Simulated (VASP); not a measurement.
# Te (R-3m) in VASP: notebook

Runs on Te. Level: PBE. Tasks: single point, relaxation of cell and atoms.

Everything below comes from runs of VASP 6.6.1. Logs are shortened: lines on timing, memory, paths and dates and some standing lists are left out, and cuts for length are marked.

### 1 The crystal as given

The structure is trigonal, space group R-3m (No. 166). Conventional cell: a = 8.325 Å, b = 8.325 Å, c = 21.296 Å, α = 90.00°, β = 90.00°, γ = 120.00°. Te (site symmetry m) is surrounded by 6 Te at 2.83 to 3.06 Å. Around Te (site symmetry m) lie 7 Te at 3.02 to 3.41 Å.

The cell was built by a generator and needn't be a form met in nature.

### 2 Single point, PBE

Input file INCAR:

```
PREC = Accurate ; ENCUT = 520
EDIFF = 1E-7 ; ISMEAR = 0
SIGMA = 0.1 ; LREAL = False
LASPH = True ; NELM = 100
ALGO = Fast ; ISIF = 2
LWAVE = False ; LCHARG = True
GGA = PE ; LELF = True
LVHAR = True ; NBANDS = 48
```

Input file KPOINTS:

```
Automatic mesh
0
Gamma
  3 3 3
```

Input file POSCAR:

```
Te
1.0
    4.1623819032      2.4031523123      7.0985350965
   -4.1623819032      2.4031523123      7.0985350965
    0.0000000000     -4.8063046244      7.0985350965
Te
12
Direct
    0.0101900000      0.6536100000      0.0101900000
    0.0101900000      0.0101900000      0.6536100000
    0.6536100000      0.0101900000      0.0101900000
    0.9898100000      0.3463900000      0.9898100000
    0.3463900000      0.9898100000      0.9898100000
    0.9898100000      0.9898100000      0.3463900000
    0.2211800000      0.6306000000      0.2211800000
    0.2211800000      0.2211800000      0.6306000000
    0.6306000000      0.2211800000      0.2211800000
    0.7788200000      0.3694000000      0.7788200000
    0.3694000000      0.7788200000      0.7788200000
    0.7788200000      0.7788200000      0.3694000000
```

Potentials or basis: VASP PAW PBE potentials, release 64 (Te).

The run is started by

```
cat potpaw_PBE.64/Te/POTCAR > POTCAR
mpirun -np 1 vasp_std > vasp.out
```

OUTCAR:

```text
PREC = Accurate
   ENCUT = 520
   EDIFF = 1E-7
   ISMEAR = 0
   LREAL = False
   LASPH = True
   NELM = 100
   ISIF = 2
   GGA = PE

 ion  position               nearest neighbor table
   1  0.010  0.654  0.010-   4 2.83   2 2.97   3 2.97   7 3.05  12 3.06  11 3.06
   2  0.010  0.010  0.654-   6 2.83   3 2.97   1 2.97   8 3.05  10 3.06  11 3.06
   3  0.654  0.010  0.010-   5 2.83   2 2.97   1 2.97   9 3.05  12 3.06  10 3.06
   4  0.990  0.346  0.990-   1 2.83   6 2.97   5 2.97  10 3.05   8 3.06   9 3.06
   5  0.346  0.990  0.990-   3 2.83   6 2.97   4 2.97  11 3.05   8 3.06   7 3.06
   6  0.990  0.990  0.346-   2 2.83   4 2.97   5 2.97  12 3.05   9 3.06   7 3.06
   7  0.221  0.631  0.221-  11 3.02  12 3.02   1 3.05   5 3.06   6 3.06   8 3.41   9 3.41
   8  0.221  0.221  0.631-  10 3.02  11 3.02   2 3.05   4 3.06   5 3.06   7 3.41   9 3.41
   9  0.631  0.221  0.221-  10 3.02  12 3.02   3 3.05   4 3.06   6 3.06   8 3.41   7 3.41
  10  0.779  0.369  0.779-   9 3.02   8 3.02   4 3.05   3 3.06   2 3.06  12 3.41  11 3.41
  11  0.369  0.779  0.779-   7 3.02   8 3.02   5 3.05   1 3.06   2 3.06  12 3.41  10 3.41
  12  0.779  0.779  0.369-   7 3.02   9 3.02   6 3.05   3 3.06   1 3.06  10 3.41  11 3.41

  LATTYP: Found a trigonal (rhomboedric) cell.
 ALAT       =     8.5726171418
 COS(alpha) =     0.5284942553

  Lattice vectors:

 A1 = (   4.1623819032,   2.4031523123,   7.0985350965)
 A2 = (  -4.1623819032,   2.4031523123,   7.0985350965)
 A3 = (   0.0000000000,  -4.8063046244,   7.0985350965)

Analysis of symmetry for initial positions (statically):
=====================================================================
 Subroutine PRICEL returns:
 Original cell was already a primitive cell.

 Routine SETGRP: Setting up the symmetry group for a
 trigonal (rhombohedral) supercell.

 Subroutine GETGRP returns: Found 12 space group operations
 (whereof 12 operations were pure point group operations)
 out of a pool of 12 trial point group operations.

The static configuration has the point symmetry D_3d.

Analysis of symmetry for dynamics (positions and initial velocities):
=====================================================================
 Subroutine PRICEL returns:
 Original cell was already a primitive cell.

 Routine SETGRP: Setting up the symmetry group for a
 trigonal (rhombohedral) supercell.

 Subroutine GETGRP returns: Found 12 space group operations
 (whereof 12 operations were pure point group operations)
 out of a pool of 12 trial point group operations.

The dynamic configuration has the point symmetry D_3d.

 Subroutine INISYM returns: Found 12 space group operations
 (whereof 12 operations are pure point group operations),
 and found     1 'primitive' translations

----------------------------------------------------------------------------------------

                                     Primitive cell

  volume of cell :     426.0330

  direct lattice vectors                    reciprocal lattice vectors
     4.162381903  2.403152312  7.098535097     0.120123528  0.069353351  0.046958045
    -4.162381903  2.403152312  7.098535097    -0.120123528  0.069353351  0.046958045
     0.000000000 -4.806304624  7.098535097     0.000000000 -0.138706703  0.046958045

  length of vectors
     8.572617142  8.572617142  8.572617142     0.146439774  0.146439774  0.146439774

  position of ions in fractional coordinates (direct lattice)
     0.010190000  0.653610000  0.010190000
     0.010190000  0.010190000  0.653610000
     0.653610000  0.010190000  0.010190000
     0.989810000  0.346390000  0.989810000
     0.346390000  0.989810000  0.989810000
     0.989810000  0.989810000  0.346390000
     0.221180000  0.630600000  0.221180000
     0.221180000  0.221180000  0.630600000
     0.630600000  0.221180000  0.221180000
     0.778820000  0.369400000  0.778820000
     0.369400000  0.778820000  0.778820000
     0.778820000  0.778820000  0.369400000

  ion indices of the primitive-cell ions
   primitive index   ion index
                 1           1
                 2           2
                 3           3
                 4           4
                 5           5
                 6           6
                 7           7
                 8           8
                 9           9
                10          10
                11          11
                12          12

----------------------------------------------------------------------------------------

 KPOINTS: Automatic mesh

Automatic generation of k-mesh.
 Grid dimensions read from file:
 generate k-points for:    3    3    3

 Generating k-lattice:

  Cartesian coordinates                     Fractional coordinates (reciprocal lattice)
     0.040041176  0.023117784  0.015652682     0.333333333  0.000000000  0.000000000
    -0.040041176  0.023117784  0.015652682     0.000000000  0.333333333  0.000000000
     0.000000000 -0.046235568  0.015652682     0.000000000  0.000000000  0.333333333

  Length of vectors
     0.048813258  0.048813258  0.048813258

  Shift w.r.t. Gamma in fractional coordinates (k-lattice)
     0.000000000  0.000000000  0.000000000

 Subroutine IBZKPT returns following result:
 ===========================================

 Found      6 irreducible k-points:

 Following reciprocal coordinates:
            Coordinates               Weight
  0.000000  0.000000  0.000000      1.000000
  0.333333 -0.000000  0.000000      6.000000
  0.333333  0.333333  0.000000      6.000000
 -0.333333  0.333333  0.000000      6.000000
  0.333333  0.333333  0.333333      2.000000
 -0.333333  0.333333  0.333333      6.000000
   k-points           NKPTS =      6   k-points in BZ     NKDIM =      6   number of bands    NBANDS=     48
   number of dos      NEDOS =    301   number of ions     NIONS =     12
   total plane-waves  NPLWV = 262144
   dimension x,y,z NGX =    64 NGY =   64 NGZ =   64
   dimension x,y,z NGXF=   128 NGYF=  128 NGZF=  128
   ions per type =              12
   NGX,Y,Z   is equivalent  to a cutoff of  12.41, 12.41, 12.41 a.u.
   NGXF,Y,Z  is equivalent  to a cutoff of  24.82, 24.82, 24.82 a.u.
 SYSTEM =  unknown system
   PREC   = accura    normal or accurate (medium, high low for compatibility)
   ISTART =      0    job   : 0-new  1-cont  2-samecut
   ICHARG =      2    charge: 1-file 2-atom 10-const
   ISPIN  =      1    spin polarized calculation?
   LNONCOLLINEAR =      F non collinear calculations
   LSORBIT =      F    spin-orbit coupling
   LASPH  =      T    aspherical Exc in radial PAW
   ENCUT  =  520.0 eV  38.22 Ry    6.18 a.u.  15.94 15.94 15.94*2*pi/ulx,y,z
   NELM   =    100;   NELMIN=  2; NELMDL= -5     # of ELM steps
   EDIFF  = 0.1E-06   stopping-criterion for ELM
   LREAL  =      F    real-space projection
   EDIFFG = 0.1E-05   stopping-criterion for IOM
   NSW    =      0    number of steps for IOM
   IBRION =     -1    ionic relax: 0-MD 1-quasi-New 2-CG
   NFREE  =      0    steps in history (QN), initial steepest desc. (CG)
   ISIF   =      2    stress and relaxation
   ISYM   =      2    0-nonsym 1-usesym 2-fastsym
   POTIM  = 0.5000    time-step for ionic-motion
   TEBEG  =    0.0;   TEEND  =   0.0 temperature during run
   PSTRESS=    0.0 pullay stress
   NELECT =      72.0000    total number of electrons
   NUPDOWN=      -1.0000    fix difference up-down
   EMIN   =  10.00;   EMAX   =-10.00  energy-range for DOS
   EFERMI =   0.00;   METHOD = LEGACY
   ISMEAR =     0;   SIGMA  =   0.10  broadening in eV -4-tet -1-fermi 0-gaus
   EFERMI_NEDOS =   21; number of points for ismear=-14 and -15
   IALGO  =     68    algorithm
   IMIX   =      4    mixing-type and parameters
     AMIX     =   0.40;   BMIX     =  1.00
     AMIX_MAG =   1.60;   BMIX_MAG =  1.00
  volume/ion in A,a.u.               =      35.50       239.58
  Fermi-wavevector in a.u.,A,eV,Ry     =   0.905117  1.710423 11.146387  0.819236
  Thomas-Fermi vector in A             =   2.028646
   LORBIT       =      0    0 simple, 1 ext, 2 COOP (PROOUT), +10 PAW based schemes
   GGA     = PE    functional components
   LHFCALC =     F    Hartree Fock is set to
   AEXX    =    0.0000 exact exchange contribution
   IVDW    =     0    specifies the selected vdW correction
   LEPSILON=     F    determine dielectric tensor
   LRPA    =     F    only Hartree local field effects (RPA)
 non-spin polarized calculation
 RMM-DIIS sequential band-by-band and
 Gauss-broadening in eV      SIGMA  =   0.10
  energy-cutoff  :      520.00
  volume of cell :      426.03
 maximum number of plane-waves:     11516
   NGX = 31   NGY = 31   NGZ = 31

 number of electron      72.0000001 magnetization

 Free energy of the ion-electron system (eV)
  ---------------------------------------------------
  ext. energy  EPLUGINS =         0.00000000
  ---------------------------------------------------
  free energy    TOTEN  =       -28.95078971 eV

  energy without entropy =      -28.89880822  energy(sigma->0) =      -28.92479896

 E-fermi :   5.6209     XC(G=0):  -8.5711

 val. band max:        5.5738672172   @ k =   0.3333  -0.0000   0.0000
 cond. band min:       5.6360987167   @ k =   0.0000   0.0000   0.0000
 fundamental gap:      0.0622314995
 Fermi energy:         5.6209079024

 k-point     1 :       0.0000    0.0000    0.0000
  band No.  band energies     occupation
      1      -9.0758      2.00000
      2      -7.3220      2.00000
      3      -7.1212      2.00000
      4      -7.1212      2.00000
      5      -6.5419      2.00000
      6      -6.5088      2.00000
[... 40 lines left out ...]
     47       8.9914      0.00000
     48       9.1262      0.00000
[... 253 lines left out ...]
     47       8.0694      0.00000
     48       8.1561      0.00000

------------------------ aborting loop because EDIFF is reached ----------------------------------------

  FORCE on cell =-STRESS in cart. coord.  units (eV):
  Direction    XX          YY          ZZ          XY          YZ          ZX
  --------------------------------------------------------------------------------------
  -------------------------------------------------------------------------------------
  Total       21.1197731     21.1197731     26.3858449     -0.0000000      0.0000000      0.0000000
  in kB       79.4248905     79.4248905     99.2289468     -0.0000000      0.0000000      0.0000000
  external PRESSURE =      86.0262426 kB  Pullay stress =       0.0000000 kB

 VOLUME and BASIS-vectors are now :
 -----------------------------------------------------------------------------
  energy-cutoff  :      520.00
  volume of cell :      426.03
      direct lattice vectors                 reciprocal lattice vectors
     4.162381903  2.403152312  7.098535097     0.120123528  0.069353351  0.046958045
    -4.162381903  2.403152312  7.098535097    -0.120123528  0.069353351  0.046958045
     0.000000000 -4.806304624  7.098535097     0.000000000 -0.138706703  0.046958045

 POSITION                                       TOTAL-FORCE (eV/Angst)
 -----------------------------------------------------------------------------------
     -2.67816      1.54624      4.78434         1.448084     -0.836052     -1.422924
      0.00000     -3.09247      4.78434        -0.000000      1.672103     -1.422924
      2.67816      1.54624      4.78434        -1.448084     -0.836052     -1.422924
      2.67816     -1.54624     16.51126        -1.448084      0.836052      1.422924
     -2.67816     -1.54624     16.51126         1.448084      0.836052      1.422924
      0.00000      3.09247     16.51126        -0.000000     -1.672103      1.422924
     -1.70416      0.98390      7.61644         1.766762     -1.020041      0.375391
      0.00000     -1.96780      7.61644        -0.000000      2.040081      0.375391
      1.70416      0.98390      7.61644        -1.766762     -1.020041      0.375391
      1.70416     -0.98390     13.67916        -1.766762      1.020041     -0.375391
     -1.70416     -0.98390     13.67916         1.766762      1.020041     -0.375391
      0.00000      1.96780     13.67916        -0.000000     -2.040081     -0.375391
 -----------------------------------------------------------------------------------
    total drift:                                0.000000     -0.000000     -0.000000

  FREE ENERGIE OF THE ION-ELECTRON SYSTEM (eV)
  ---------------------------------------------------
  free  energy   TOTEN  =       -28.9507897084 eV

  energy  without entropy=      -28.8988082157  energy(sigma->0) =      -28.92479896
```

It took 2.2 min on 1 thread of Intel Xeon 6975P-C (Granite Rapids), shared host; peak memory 0.54 GiB.

What came out:

```yaml
Free_energy: -28.9508 eV
Pressure: 8.6 GPa
Largest_force: 2.196 eV/Å
Band_gap_on_the_k_mesh: none (metal or under the smearing width)
```

Forces on the atoms (eV/Å):
```
Te   1.448 -0.836 -1.423
Te   0.000  1.672 -1.423
Te  -1.448 -0.836 -1.423
Te  -1.448  0.836  1.423
Te   1.448  0.836  1.423
Te   0.000 -1.672  1.423
Te   1.767 -1.020  0.375
Te   0.000  2.040  0.375
Te  -1.767 -1.020  0.375
Te  -1.767  1.020 -0.375
Te   1.767  1.020 -0.375
Te   0.000 -2.040 -0.375
```

Stress tensor (GPa, compression positive):
```
7.94 0.00 0.00
0.00 7.94 0.00
0.00 0.00 9.92
```

Levels at points of the mesh, in eV from the Fermi level:
| k point | band 33 | band 34 | band 35 | band 36 | band 37 | band 38 | band 39 | band 40 |
| --- | --- | --- | --- | --- | --- | --- | --- | --- |
| (0.00, 0.00, 0.00) | -0.85 | -0.53 | -0.46 | -0.46 | -0.29 | 0.02 | 0.02 | 0.02 |

Caveat: forces of over 1 eV/Å show positions far from the minimum, so gaps and moduli don't describe the material at rest. The run has no spin-orbit coupling, so splittings on Te are missing.

### 3 Single point, PBE (random cell without symmetry)

Input file INCAR:

```
PREC = Accurate
ENCUT = 520
EDIFF = 1E-6
ISMEAR = 0
SIGMA = 0.1
LREAL = F
LASPH = T
NELM = 100
ALGO = Fast
ISIF = 2
LWAVE = F
LCHARG = T
GGA = PE
LELF = T
LVHAR = T
NBANDS = 23
```

Input file KPOINTS:

```
Automatic mesh
0
Gamma
  4 4 4
```

Input file POSCAR:

```
Te
1.0
    5.5103284888      0.1555873444     -0.2859396792
   -2.6520677166      8.5042925344     -2.0291140286
   -1.5963269390     -2.3888145660      4.4644362414
Te
5
Direct
    0.2398728871      0.1082483719      0.7563135400
    0.7248355488      0.0969676526      0.2461908239
    0.7317927256      0.4821626528      1.0035442185
    0.7292849980      0.7899246247      0.6264749719
    0.2185168839      0.4710735616      0.4935807377
```

Potentials or basis: VASP PAW PBE potentials, release 64 (Te).

The run is started by

```
cat potpaw_PBE.64/Te/POTCAR > POTCAR
mpirun -np 1 vasp_std > vasp.out
```

It took 2 min on 1 thread of Intel Xeon 6975P-C (Granite Rapids), shared host; peak memory 0.37 GiB.

The run converged. Its results:

| Quantity | Value |
| --- | --- |
| Free energy | -15.2706 eV |
| Pressure | 0.1 GPa |
| Largest force | 0.028 eV/Å |
| Band gap on the k mesh | none (metal or under the smearing width) |

Forces in eV/Å, atoms in the order of the input:
```
Te   0.005 -0.009  0.000
Te  -0.010  0.005  0.005
Te   0.027 -0.007  0.005
Te  -0.001 -0.001 -0.004
Te  -0.021  0.013 -0.006
```

Stress tensor (GPa, compression positive):
```
 0.00 -0.03  0.03
-0.03  0.08 -0.07
 0.03 -0.07  0.17
```

Levels at points of the mesh, in eV from the Fermi level:
| k point | band 11 | band 12 | band 13 | band 14 | band 15 | band 16 | band 17 | band 18 | band 19 | band 20 |
| --- | --- | --- | --- | --- | --- | --- | --- | --- | --- | --- |
| (0.00, 0.00, 0.00) | -2.46 | -1.76 | -1.41 | -1.20 | -0.41 | 1.89 | 2.52 | 2.76 | 2.89 | 3.09 |
| (0.50, 0.00, 0.00) | -1.96 | -1.69 | -1.64 | -1.16 | -0.81 | -0.27 | 0.03 | 0.34 | 2.54 | 3.06 |
| (0.00, 0.50, 0.00) | -2.20 | -1.50 | -1.38 | -1.15 | -0.51 | 0.78 | 0.99 | 2.80 | 2.90 | 3.22 |
| (0.50, 0.50, 0.00) | -1.80 | -1.63 | -0.68 | -0.58 | -0.36 | -0.14 | 0.11 | 1.27 | 1.39 | 2.67 |
| (0.00, 0.00, 0.50) | -2.05 | -1.77 | -1.72 | -1.23 | -0.80 | -0.22 | 0.26 | 0.29 | 2.60 | 3.21 |
| (0.50, 0.00, 0.50) | -2.24 | -1.07 | -0.72 | -0.53 | 0.27 | 0.61 | 2.88 | 3.05 | 3.12 | 3.97 |
| (0.00, 0.50, 0.50) | -1.93 | -1.68 | -0.66 | -0.57 | -0.36 | -0.14 | 0.13 | 1.32 | 1.63 | 2.62 |
| (0.50, 0.50, 0.50) | -1.65 | -1.09 | -0.80 | -0.64 | -0.02 | 1.20 | 1.45 | 3.00 | 3.26 | 3.83 |

Caveat: the k mesh is coarse (spacing up to 0.43 Å⁻¹), so the values aren't converged. Spin-orbit coupling is left out, which matters for the levels of Te.

(Part 1 of 2 ends here.)
